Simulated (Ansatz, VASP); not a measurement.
## Pt in VASP and in Ansatz

```
Pt
1.0
    -1.57611    1.57611    1.57611
     1.57611   -1.57611    1.57611
     1.57611    1.57611   -1.57611
Pt
1
Cartesian
  0.0000 0.0000 0.0000
```

Alike in both runs: task relaxation of cell and atoms; functional PBE; k mesh 18 × 18 × 18; occupations fermi-dirac, width 0.05 eV; non-collinear spin, spin-orbit coupling.

|  | VASP | Ansatz |
| --- | --- | --- |
| version | VASP 6.6.1 | Ansatz 0.2.0 |
| potentials or method | VASP PAW PBE potentials, release 64 (Pt) | PAW with Ansatz's default frozen-core files, fully relativistic files with spin-orbit coupling |
| plane-wave cutoff (eV) | 600 | 420 |
| valence electrons in the cell | 10 | 18 |

```csv
,VASP,Ansatz,Ansatz less VASP
net moment per atom (μB),0.00,0.00,0.000
relaxed volume (Å³/atom),15.84,15.85,+0.004
relaxed cell length with the largest relative difference (Å),2.741,2.741,+0.0002
energy change over the relaxation (meV/atom),-2,-2,-0.1
```

The two sets of potentials don't hold the same shells in valence.
